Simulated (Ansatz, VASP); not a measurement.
## Two plane-wave programs on Ni

Contents of INCAR:

```
SYSTEM = Ni
PREC     = Accurate       ! precision mode
ENCUT    = 600            ! plane-wave cutoff, eV
EDIFF    = 1E-6           ! SCF threshold, eV
ISMEAR   = -1             ! smearing method
SIGMA    = 0.05           ! smearing width, eV
LREAL    = .FALSE.        ! projectors in reciprocal space
LASPH    = .TRUE.         ! aspherical terms in the spheres
NELM     = 150            ! most SCF steps
ALGO     = Fast           ! electronic algorithm
ISIF     = 3              ! what is computed and relaxed
LWAVE    = .FALSE.        ! write WAVECAR
LCHARG   = .FALSE.        ! write CHGCAR
ISPIN    = 2              ! spin polarisation
MAGMOM   = 1              ! initial moments
LORBIT   = 11             ! projections on sites
LMAXMIX  = 4              ! l up to which the mixer works
GGA      = RP             ! functional
IVDW     = 13             ! dispersion correction
IBRION   = 2              ! ionic algorithm
NSW      = 60             ! ionic steps
EDIFFG   = -0.01          ! ionic threshold
```

File KPOINTS:

```
Automatic mesh
0
G
  13 13 13
  0 0 0
```

Contents of POSCAR:

```
Ni
1.0
    0.0000000000      1.7375729330      1.7375729330
    1.7375729330      0.0000000000      1.7375729330
    1.7375729330      1.7375729330      0.0000000000
Ni
1
Direct
    0.0000000000      0.0000000000      0.0000000000
```

The input input.yaml:

```yaml
crystal:
  lattice:
    - [0.0, 1.737572933, 1.737572933]
    - [1.737572933, 0.0, 1.737572933]
    - [1.737572933, 1.737572933, 0.0]
  atoms:
    - { symbol: Ni, position: [0.0, 0.0, 0.0], spin: 1.0 }
hamiltonian:
  xc: rpbe
  pseudopotentials: { kind: paw }
  dispersion: d4
magnetization:
  spin_polarized: true
kpoints:
  mp_grid: { grid: [13, 13, 13] }
scf:
  occupations: { method: fermi_dirac, width: 0.05 }
output:
  forces: true
  stress: true
  write_density: true
  write_potential: true
  elf: true
  volumetric_format: npy
relax:
  f_tol: 0.01
  max_steps: 40
  cell: { stress_tol: 0.05 }
```

Alike in both runs: task relaxation of cell and atoms; functional RPBE; dispersion D4; k mesh 13 × 13 × 13; occupations fermi-dirac, width 0.05 eV; collinear spin, ferromagnetic start.

```csv
,VASP,Ansatz
version,VASP 6.6.1,Ansatz 0.2.0
potentials or method,"VASP PAW PBE potentials, release 64 (Ni)",Ansatz PAW
plane-wave cutoff (eV),600,420
valence electrons in the cell,10,18
```

|  | VASP | Ansatz | Ansatz less VASP |
| --- | --- | --- | --- |
| gap on the k mesh at the Fermi level, each at its own relaxed structure (eV) | none | none | - |
| net moment per atom (μB) | 0.63 | 0.63 | +0.007 |
| size of the moment on the site where the two differ most (μB) | 0.63 | 0.67 | +0.037 |
| relaxed volume (Å³/atom) | 10.51 | 10.51 | 0.000 |
| relaxed cell length with the largest relative difference (Å) | 2.459 | 2.459 | 0.0000 |

Site moments also hang on the region over which each program counts them. A gap of «none» marks a metal or a gap that the smearing closes. The two sets of potentials don't hold the same shells in valence.

Caveats: pairwise dispersion overbinds metals, which lowers pressure and volume; the PAW data sets were made with another functional, which shifts forces and pressure a little (VASP); the plane-wave basis is chosen anew once the cell has moved, so the energies of steps on either side of that aren't comparable (Ansatz); the PAW data sets come from PBE, with cores solved anew for the run's functional, which leaves a small shift of forces and pressure (Ansatz).
